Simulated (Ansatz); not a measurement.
## What strain does to KF (rocksalt)

KF in the rocksalt structure, relaxed with r2SCAN in Ansatz 0.2.0. It is cubic, Fm-3m (No. 225); conventional cell a = 5.318 Å, 18.80 Å³ an atom. Around K lie 6 F at 2.66 Å; around F lie 6 K at 2.66 Å.

The axes x, y and z are those of this cell:
```
K F
1.0
     0.00000    2.65896    2.65896
     2.65896    0.00000    2.65896
     2.65896    2.65896    0.00000
K F
1 1
Direct
  0.00000 0.00000 0.00000
  0.50000 0.50000 0.50000
```

Unstrained: PBE gives a direct gap of 6.259 eV at Γ. r2SCAN gives a direct gap of 6.908 eV at Γ. HSE06 gives a direct gap of 8.263 eV at Γ. Meshes: PBE 8×8×8, r2SCAN 8×8×8, HSE06 6×6×6. Strains are changes of length per length, and xy shears are angles. After each strain the atoms were relaxed again with r2SCAN within the symmetry that the strain leaves, so tilts or polar shifts that break it weren't tested; points keep the names that they have in the unstrained zone. Calculated for a static, non-magnetic cell.

Changes of the least gap in eV (an overlap counts as a negative gap):
```tsv
strain	volume change (%)	space group	PBE	r2SCAN	HSE06	energy rise, r2SCAN (meV/atom)
xy shear, engineering strain (angle) -5.95 %	-0.1	Immm	-0.039	-0.034	-0.037	2.6
epitaxial +0.42 % in the xy plane, free normal strain -0.21 %	+0.6	I4/mmm	-0.040	-0.041	-0.042	0.2
isotropic -4.57 % on every length	-13.1	Fm-3m	+0.817	+0.832	+0.872	47.0
```

Xy shear, engineering strain (angle) -5.95 %. HSE06: the gap goes from 8.263 to 8.226 eV (-0.037 eV); with r2SCAN the top three valence levels at Γ, degenerate before, become 1+1+1 from the top over 55 meV. Stress change with r2SCAN, compression positive: xx -0.01, yy -0.01, zz -0.06, xy +0.74 GPa.

Epitaxial +0.42 % in the xy plane, free normal strain -0.21 %. HSE06: the gap goes from 8.263 to 8.221 eV (-0.042 eV); with r2SCAN the top three valence levels at Γ, degenerate before, become 1+2 from the top over 10 meV. Stress change with r2SCAN, compression positive: xx -0.34, yy -0.34, zz +0.04 GPa.

Isotropic -4.57 % on every length. HSE06: the gap goes from 8.263 to 9.135 eV (+0.872 eV); the edges move from Γ to X → Γ; least and direct gap lie within 0.04 eV, so its kind isn't settled. Stress change with r2SCAN, compression positive: xx +7.02, yy +7.02, zz +7.02 GPa.

The meshes of the hybrids are coarse, so their gaps aren't converged to the digits shown.

The splittings at Γ are without spin-orbit coupling, which regroups them where it is of like size or larger.
